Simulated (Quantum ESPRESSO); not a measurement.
The system is HfC.

```
CELL_PARAMETERS angstrom
0.00000 2.32500 2.32500
2.32500 0.00000 2.32500
2.32500 2.32500 0.00000
ATOMIC_POSITIONS crystal
Hf 0.50000 0.50000 0.50000
C 0.00000 0.00000 0.00000
```

* Program: Quantum ESPRESSO 7.5
* Task: phonons
* Functional: LDA
* Potentials or basis: GBRV 1.5 LDA
* Cutoff: 612 eV
* Density cutoff: 4898 eV
* k mesh: 10 × 10 × 10
* Occupations: cold, width 0.2 eV
* Spin: no spin polarisation
* Form of the LDA correlation: PZ81
* Mixing beta: 0.5
* Most SCF iterations: 120
* SCF threshold: 4e-10 Ry

The cell and the atoms were relaxed first, to 11.99 Å³/atom (a = 3.237 Å, b = 3.237 Å, c = 3.237 Å, α = 60.00°, β = 60.00°, γ = 60.00°), and the response was taken there.

What is the highest optical frequency at the zone centre?

464 cm⁻¹, a mode of symmetry T1u (IR).

Optical modes at Γ, degenerate ones joined:
```
cm⁻¹  components  symmetry  active in
 464           3       T1u         IR
```
